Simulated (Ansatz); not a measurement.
**P: what a guessed cell relaxes into**

Aim: relax a trial structure of P and see where it ends.

Program: Ansatz 0.2.0. Level of theory: DFT PBE, scalar-relativistic, plane waves, PAW. These are calculated values, not measurements.

### Step 1. The starting structure

It takes space group P2_13 (No. 198, cubic). The conventional cell has a = 4.240 Å, b = 4.240 Å, c = 4.240 Å, α = 90.00°, β = 90.00°, γ = 90.00°. P (site symmetry 3) has 6 P at 2.60 Å in its first shell of neighbours.

Structure file:

```cif
data_structure
_symmetry_space_group_name_H-M 'P2_13'
_symmetry_Int_Tables_number 198
_cell_length_a 4.2404
_cell_length_b 4.2404
_cell_length_c 4.2404
_cell_angle_alpha 90.000
_cell_angle_beta 90.000
_cell_angle_gamma 90.000
_cell_volume 76.25
loop_
_atom_site_label
_atom_site_type_symbol
_atom_site_symmetry_multiplicity
_atom_site_Wyckoff_symbol
_atom_site_fract_x
_atom_site_fract_y
_atom_site_fract_z
_atom_site_occupancy
P1 P 4 a 0.87708 0.87708 0.87708 1
```

Recipe of the guess: random cell by space group and Wyckoff sites (P2_13, No. 198). Lengths come from tabulated atomic sizes and are only a guess.

### Step 2. Probe: one point on a coarse mesh

Input file input.yaml:

```yaml
crystal:
  lattice:
    - [4.24041338, 0.0, 0.0]
    - [0.0, 4.24041338, 0.0]
    - [0.0, 0.0, 4.24041338]
  atoms:
    - { symbol: P, position: [0.877078, 0.877078, 0.877078] }
    - { symbol: P, position: [0.622922, 0.122922, 0.377078] }
    - { symbol: P, position: [0.122922, 0.377078, 0.622922] }
    - { symbol: P, position: [0.377078, 0.622922, 0.122922] }
basis:
  ecutwfc: 420
kpoints:
  mp_grid: { grid: [4, 4, 4] }
hamiltonian:
  xc: pbe
scf:
  occupations: { method: gaussian, width: 0.1 }
  lower_state_search: "off"
output:
  forces: true
  stress: true
  eigenvalues: true
```

Started as:

```sh
$ ansatz run input.yaml --threads 1 --pin off --max-ram 2560MiB --backend cpu --events-out ev --progress --plain --runs-dir out
```

The session goes on with these runs: rough relaxation on the coarse mesh; relaxation on the finer mesh.

What does the calculation give? Wanted: conventional cell; volume; energy over the standard state, black P; gap on the mesh.

**Answer**, as computed:

```
                               quantity                                                                      value
 symmetry at the end (tolerance 0.05 Å)                                               space group P4_132 (No. 213)
                      conventional cell  a = 4.040 Å, b = 4.040 Å, c = 4.040 Å, α = 90.00°, β = 90.00°, γ = 90.00°
                                 volume                                                              16.49 Å³/atom
energy over the standard state, black P                                                              +0.44 eV/atom
                        gap on the mesh                                                               none (metal)
```

**Reading.** The symmetry goes from space group P2_13 (No. 198) to space group P4_132 (No. 213), and the volume per atom shrinks by 13.5 % from the first guess. It lies above the element's standard state, so it is metastable at best. No finished test with a distortion of lower symmetry is shown, so the end may be a saddle point.
